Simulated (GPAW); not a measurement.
# GaN (P6_3mc) in GPAW: convergence with smearing function

Aim: find how far smearing function must go before the results for GaN settle, at RPBE. This setting moves, with any that are tied to it; all else stays.

Everything below comes from runs of GPAW 26.7.0. Logs are shortened: lines on timing, memory, paths and dates and some standing lists are left out, and cuts for length are marked. The log counts tension as positive stress, the text compression.

### 1 Starting point

Symmetry: P6_3mc, No. 186, hexagonal system. The conventional cell has a = 3.180 Å, b = 3.180 Å, c = 5.166 Å, α = 90.00°, β = 90.00°, γ = 120.00°. Around Ga (site symmetry 3m) lie 4 N at 1.94 to 1.95 Å. Around N (site symmetry 3m) lie 4 Ga at 1.94 to 1.95 Å.

### 2 With smearing function fermi-dirac

Contents of run.py:

```python
from ase.dft.bandgap import bandgap
from ase.io import read, write
from ase.units import GPa
from gpaw import GPAW, PW

atoms = read('GaN.xyz')

calc = GPAW(mode=PW(800),
            xc='RPBE',
            kpts={'size': (7, 7, 4), 'gamma': True},
            occupations={'name': 'fermi-dirac', 'width': 0.1},
            nbands=18,
            convergence={'density': 1e-05, 'energy': 1e-05},
            maxiter=100,
            txt='gpaw.txt')
atoms.calc = calc
energy = atoms.get_potential_energy()
forces = atoms.get_forces()
stress = atoms.get_stress()
calc.write('gs.gpw')
write('result.traj', atoms)
print(f'Energy: {energy:.6f} eV')
print('Forces (eV/A):')
print(forces.round(4))
print('Stress (GPa):', (stress / GPa).round(3))
print('Fermi level:', round(calc.get_fermi_level(), 4), 'eV')
print(f'Gap: {bandgap(calc)[0]:.4f} eV, direct: {bandgap(calc, direct=True)[0]:.4f} eV')
```

Contents of GaN.xyz:

```xyz
4
Lattice="3.1800000000 0.0000000000 0.0000000000 -1.5900000000 2.7539607840 0.0000000000 0.0000000000 0.0000000000 5.1660000000" Properties=species:S:1:pos:R:3 pbc="T T T"
Ga     1.5900000002      0.9179869279      2.5830000000
Ga    -0.0000000002      1.8359738561      0.0000000000
N      1.5900000002      0.9179869279      4.5202500000
N     -0.0000000002      1.8359738561      1.9372500000
```

Potentials or basis: the program's PAW data sets (release 1.2.1) made for this functional, pw.

The run is started by

```console
$ OMP_NUM_THREADS=1 python run.py
```

Run time: 26 s. Hardware: 1 thread of Arm Neoverse V1, shared host; peak memory 0.17 GiB.

It converged, with:

```yaml
Free_energy: -22.4301 eV
Pressure: 19.6 GPa
Largest_force: 0.187 eV/Å
Band_gap_on_the_k_mesh: 2.12 eV, direct
```

### 3 With smearing function gaussian

run.py: that of step 2 with these lines changed.

```diff
@@ -10,3 +10,3 @@
             kpts={'size': (7, 7, 4), 'gamma': True},
-            occupations={'name': 'fermi-dirac', 'width': 0.1},
+            occupations={'name': 'methfessel-paxton', 'order': 0, 'width': 0.1},
             nbands=18,
```

GaN.xyz is that of step 2.

Potentials or basis: the program's PAW data sets (release 1.2.1) made for this functional, pw.

The run is started by

```console
$ OMP_NUM_THREADS=1 python run.py
```

Run time: 24 s. Hardware: 1 thread of Arm Neoverse V1, shared host; peak memory 0.17 GiB.

Results (log left out):

```
Free energy            : -22.4301 eV
Pressure               : 19.6 GPa
Largest force          : 0.187 eV/Å
Band gap on the k mesh : 2.12 eV, direct
```

### 4 With smearing function marzari-vanderbilt

run.py: that of step 3 with these lines changed.

```diff
@@ -10,3 +10,3 @@
             kpts={'size': (7, 7, 4), 'gamma': True},
-            occupations={'name': 'methfessel-paxton', 'order': 0, 'width': 0.1},
+            occupations={'name': 'marzari-vanderbilt', 'width': 0.1},
             nbands=18,
```

GaN.xyz is that of step 3.

The run is started by

```console
$ OMP_NUM_THREADS=1 python run.py
```

Run time: 24 s. Hardware: 1 thread of Arm Neoverse V1, shared host; peak memory 0.17 GiB.

It converged, with:

```yaml
Free_energy: -22.4299 eV
Pressure: 19.6 GPa
Largest_force: 0.186 eV/Å
Band_gap_on_the_k_mesh: 2.12 eV, direct
```

### 5 With smearing function methfessel-paxton

run.py: that of step 4 with these lines changed.

```diff
@@ -10,3 +10,3 @@
             kpts={'size': (7, 7, 4), 'gamma': True},
-            occupations={'name': 'marzari-vanderbilt', 'width': 0.1},
+            occupations={'name': 'methfessel-paxton', 'width': 0.1},
             nbands=18,
```

GaN.xyz is that of step 4.

The run is started by

```console
$ OMP_NUM_THREADS=1 python run.py
```

Run time: 24 s. Hardware: 1 thread of Arm Neoverse V1, shared host; peak memory 0.17 GiB.

Results (log left out):

```
Free energy            : -22.4301 eV
Pressure               : 19.6 GPa
Largest force          : 0.187 eV/Å
Band gap on the k mesh : 2.12 eV, direct
```

### 6 With smearing function tetrahedron-method

run.py: that of step 5 with these lines changed.

```diff
@@ -10,3 +10,3 @@
             kpts={'size': (7, 7, 4), 'gamma': True},
-            occupations={'name': 'methfessel-paxton', 'width': 0.1},
+            occupations={'name': 'tetrahedron-method'},
             nbands=18,
```

GaN.xyz is that of step 5.

Potentials or basis: the program's PAW data sets (release 1.2.1) made for this functional, pw.

The run is started by

```console
$ OMP_NUM_THREADS=1 python run.py
```

It took 24 s on 1 thread of Arm Neoverse V1, shared host; peak memory 0.17 GiB.

The run converged. Its results:

```
Free energy            : -22.4301 eV
Pressure               : 19.6 GPa
Largest force          : 0.187 eV/Å
Band gap on the k mesh : 2.12 eV, direct
```

### 7 With smearing function improved-tetrahedron-method

run.py: that of step 6 with these lines changed.

```diff
@@ -10,3 +10,3 @@
             kpts={'size': (7, 7, 4), 'gamma': True},
-            occupations={'name': 'tetrahedron-method'},
+            occupations={'name': 'improved-tetrahedron-method'},
             nbands=18,
```

GaN.xyz is that of step 6.

The run is started by

```console
$ OMP_NUM_THREADS=1 python run.py
```

Wall time 24 s (1 thread of Arm Neoverse V1, shared host); peak memory 0.17 GiB.

The run converged. Its results:

- Free energy: -22.4301 eV
- Pressure: 19.6 GPa
- Largest force: 0.187 eV/Å
- Band gap on the k mesh: 2.12 eV, direct

### 8 With smearing function fixed

run.py: that of step 7 with these lines changed.

```diff
@@ -10,3 +10,3 @@
             kpts={'size': (7, 7, 4), 'gamma': True},
-            occupations={'name': 'improved-tetrahedron-method'},
+            occupations={'width': 0.0},
             nbands=18,
```

GaN.xyz is that of step 7.

Potentials or basis: the program's PAW data sets (release 1.2.1) made for this functional, pw.

The run is started by

```console
$ OMP_NUM_THREADS=1 python run.py
```

gpaw.txt:

```text
__  _  _
 | _ |_)|_||  |
 |__||  | ||/\| - 26.7.0

Input parameters:
  mode=PW(ecut=800.0),
  convergence={'density': 1e-05, 'energy': 1e-05},
  kpts=MonkhorstPack(size=(7, 7, 4), gamma=True),
  maxiter=100,
  nbands=18,
  occupations=Occupations(width=0.0),
  xc=XC(name='RPBE')

Diagonalizing LCAO Hamiltonian
Converting LCAO to pw mode

           N

           Ga
        N

        Ga

Atoms  # Å, Bohr magnetons
|   | symbol |         x |        y |        z |    initial magnetic moments |
|---|--------|-----------|----------|----------|-----------------------------|
| 0 |     Ga |  1.590000 | 0.917987 | 2.583000 | ( 0.0000,  0.0000,  0.0000) |
| 1 |     Ga | -0.000000 | 1.835974 | 0.000000 | ( 0.0000,  0.0000,  0.0000) |
| 2 |      N |  1.590000 | 0.917987 | 4.520250 | ( 0.0000,  0.0000,  0.0000) |
| 3 |      N | -0.000000 | 1.835974 | 1.937250 | ( 0.0000,  0.0000,  0.0000) |

Unit cell  # Å
| periodic |         x |        y |        z |  lengths |     angles |
|----------|-----------|----------|----------|----------|------------|
|      yes |  3.180000 | 0.000000 | 0.000000 | 3.180000 |  90.000000 |
|      yes | -1.590000 | 2.753961 | 0.000000 | 3.180000 |  90.000000 |
|      yes |  0.000000 | 0.000000 | 5.166000 | 5.166000 | 120.000000 |

Number of symmetries: 6
Symmetry operations  # r_c * U_cc + t_c -> r_c
|   | kind |            matrix            |
|---|------|------------------------------|
| 0 |  σ   |  1, 1, 0,  0,-1, 0,  0, 0, 1 |
| 1 |  E   |  1, 0, 0,  0, 1, 0,  0, 0, 1 |
| 2 |  C3  |  0, 1, 0, -1,-1, 0,  0, 0, 1 |
| 3 |  σ   |  0,-1, 0, -1, 0, 0,  0, 0, 1 |
| 4 |  σ   | -1, 0, 0,  1, 1, 0,  0, 0, 1 |
| 5 |  C3  | -1,-1, 0,  1, 0, 0,  0, 0, 1 |

BZ-sampling:
  Number of BZ points: 196
  Number of IBZ points: 28

  Monkhorst-Pack size: [7, 7, 4]
  Monkhorst-Pack shift: [0.0, 0.0, 0.125]

K-points  # in reciprocal-cell coordinates
|     |                                coordinates |     weight |
|-----|--------------------------------------------|------------|
|   0 | (  0.00000000,   0.00000000,   0.00000000) | 0.00510204 |
|   1 | (  0.00000000,   0.00000000,   0.25000000) | 0.01020408 |
|   2 | (  0.00000000,   0.00000000,   0.50000000) | 0.00510204 |
|   3 | (  0.14285714,   0.00000000,  -0.25000000) | 0.03061224 |
|   4 | (  0.14285714,   0.00000000,   0.00000000) | 0.03061224 |
|   5 | (  0.14285714,   0.00000000,   0.25000000) | 0.03061224 |
|   6 | (  0.14285714,   0.00000000,   0.50000000) | 0.03061224 |
|   7 | (  0.28571429,  -0.14285714,   0.00000000) | 0.03061224 |
|   8 | (  0.28571429,  -0.14285714,   0.25000000) | 0.06122449 |
|   9 | (  0.28571429,  -0.14285714,   0.50000000) | 0.03061224 |
| ... |                                            |            |
|  27 | (  0.42857143,   0.42857143,   0.50000000) | 0.03061224 |

Plane wave coefficients: 2352
Cutoff: 800.0 eV

Spin-components: 1 (collinear spins)
Bands:           18
Projectors:      20
Spin-degeneracy: 2
Datatype:        complex128

Parallelization:
  kpt:    1
  domain: 1
  band:   1

Density:
  Valence electrons: 16.0
  Components: 1
  Grid points: [21 21 35]
  Charge: 0.0  # |e|

Potential:
  Grid points: [21 21 35]

species:
  Ga:
    name:    Gallium
    Z:       31.0
    valence: 3
    core:    28
    charge:  0.0  # [|e|]
    compensation charges:
      type: gauss
      rc: 0.37  # [Å]
      lmax: 2
    cutoffs:
      filter: 2.06  # [Å]
      core: 4.17  # [Å]
    projectors
    | kind |    occ | energy [eV] | rcut [Å] |
    |------|--------|-------------|----------|
    |   4s |  2.000 |      -8.878 |    1.164 |
    |   4p |  1.000 |      -2.543 |    1.164 |
    |    s |        |      18.334 |    1.164 |
    |    p |        |      24.668 |    1.164 |
    |    d |        |       0.000 |    1.164 |

    Using partial waves for Ga as LCAO basis

  N:
    name:    Nitrogen
    Z:       7.0
    valence: 5
    core:    2
    charge:  0.0  # [|e|]
    compensation charges:
      type: gauss
      rc: 0.18  # [Å]
      lmax: 2
    cutoffs:
      filter: 1.11  # [Å]
      core: 0.96  # [Å]
    projectors
    | kind |    occ | energy [eV] | rcut [Å] |
    |------|--------|-------------|----------|
    |   2s |  2.000 |     -18.658 |    0.603 |
    |   2p |  3.000 |      -7.050 |    0.529 |
    |    s |        |       8.553 |    0.603 |
    |    p |        |      20.161 |    0.529 |
    |    d |        |       0.000 |    0.577 |

    Using partial waves for N as LCAO basis

Reference energy: -108748.527921  # eV

eigensolver:
  PPCG
  Converge bands: occupied
  niter=2

density mixing:
  MSR1-Mixer
  Pratt-step length: 0.05
  Maximum mixing coefficient: 0.75
  Old densities: 10
  SVD Regularization: 0.005
  Good broyden scale: 1.0
  Trust region scale: 1.0
  Backstep threshold: 4.0
  History deletion threshold: 6.0
  Fourier metric: weight=20.0, sigma=0.015

occupation numbers:
  # Zero width

poisson solver:
  ecut: 6400.0  # eV

xc functional:
  name: RPBE with 2 nearest neighbor stencil

convergence criteria:
[... 6 lines left out ...]
|iter     | |      energy | eigst |  dens |
|---------|-|-------------|-------|-------|
|iter:   1| |  -26.081963 | -0.16 |       |
|iter:   2| |  -25.092729 | -1.84 | -0.56 |
|iter:   3| |  -22.406413 | -0.51 | -0.62 |
|iter:   4| |  -22.420877 | -2.84 | -1.29 |
|iter:   5| |  -22.429970 | -3.33 | -1.56 |
|iter:   6| |  -22.430061 | -5.14 | -2.82 |
|iter:   7| |  -22.430108c| -5.85 | -3.13 |
|iter:   8| |  -22.430108c| -7.51c| -4.24 |
|iter:   9| |  -22.430108c| -8.01c| -4.47 |
|iter:  10| |  -22.430108c| -7.54c| -4.76 |
|iter:  11| |  -22.430108c| -8.77c| -5.80c|

Converged in 11 steps
Energy contributions relative to reference atoms: (reference = -108748.527921)

Energy contributions:
  Kinetic:          72.517911
  Coulomb:         -63.304626
  Zero:              0.297455
  External:          0.000000
  Xc:              -31.940848
  Entropy:           0.000000
  Spinorbit:         0.000000
  ----------------------------
  Free energy:     -22.430108
  Extrapolated:    -22.430108

dipole moment: (-0.000026, -0.000038, -11.577195)  # |e|*Ang

Fermi level: 7.752
Eigenvalues  # (at kpt = [0.000, 0.000, 0.000])
| band index |      eig [eV] | occ [0-2] |
|------------|---------------|-----------|
|          0 |        -9.335 |     2.000 |
|          1 |        -6.978 |     2.000 |
|          2 |        -0.361 |     2.000 |
|          3 |         5.644 |     2.000 |
|          4 |         5.644 |     2.000 |
|          5 |         6.638 |     2.000 |
[... 8 lines left out ...]
|         14 |        18.609 |     0.000 |
|         15 |        18.609 |     0.000 |
|        ... |               |           |
|         17 |        21.975 |     0.000 |

Gap: 2.116 eV
Transition (v -> c):
  (s=0, k=0, n=7, [0.00, 0.00, 0.00]) -> (s=0, k=0, n=8, [0.00, 0.00, 0.00])
No difference between direct/indirect transitions

Forces  # eV/Ang
|        x |        y |        z |
|----------|----------|----------|
|  0.00000 |  0.00000 | -0.18692 |  # Ga   0
| -0.00000 |  0.00000 | -0.18686 |  # Ga   1
|  0.00000 | -0.00000 |  0.18694 |  # N    2
| -0.00000 | -0.00000 |  0.18577 |  # N    3

Stress tensor  # eV/Ang^3
|         x |         y |         z |
|-----------|-----------|-----------|
| -0.117704 | -0.000000 |  0.000000 |
|  0.000000 | -0.117704 |  0.000000 |
|  0.000000 |  0.000000 | -0.131260 |

# Writing to gs.gpw (mode='')
```

It took 24 s on 1 thread of Arm Neoverse V1, shared host; peak memory 0.17 GiB.

What came out:

- Free energy: -22.4301 eV
- Pressure: 19.6 GPa
- Largest force: 0.187 eV/Å
- Band gap on the k mesh: 2.12 eV, direct

### 9 Result

```tsv
smearing function	energy less the tightest run, at zero smearing (meV/atom)	SCF cycles	CPU time (s)	peak memory (GiB)
fermi-dirac	0.00	11	25	0.17
gaussian	0.00	11	24	0.17
marzari-vanderbilt	0.06	11	24	0.17
methfessel-paxton	0.00	11	24	0.17
tetrahedron-method	0.00	11	24	0.17
improved-tetrahedron-method	0.00	11	24	0.17
fixed	0.00	11	24	0.17
```

Against the tightest run, the energy stays within 1 meV/atom from fermi-dirac on. The tightest run that finished is the yardstick and may itself not be fully converged.

Caveats: so large a pressure means that the cell lies far from this level's equilibrium, or that cutoff or potentials fall short.
